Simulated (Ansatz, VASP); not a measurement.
**One calculation of Sr, two programs**

```xyz
1
Lattice="0.0000 3.0427 3.0427 3.0427 0.0000 3.0427 3.0427 3.0427 0.0000" Properties=species:S:1:pos:R:3 pbc="T T T"
Sr    0.0000    0.0000    0.0000
```

Alike in both runs: task single point; functional PBE; k mesh 12 × 12 × 12; occupations gaussian, width 0.1 eV; no spin polarisation.

```csv
,VASP,Ansatz
version,VASP 6.6.1,Ansatz 0.2.0
potentials or method,"VASP PAW PBE potentials, release 64 (Sr_sv)","scalar-relativistic, plane waves, PAW"
plane-wave cutoff (eV),520,420
valence electrons in the cell,10,10
```

```csv
,VASP,Ansatz,Ansatz less VASP
gap on the k mesh at the Fermi level (eV),none,none,-
pressure (GPa),-0.3,-0.3,0.00
```

A gap of «none» marks a metal or a gap that the smearing closes.
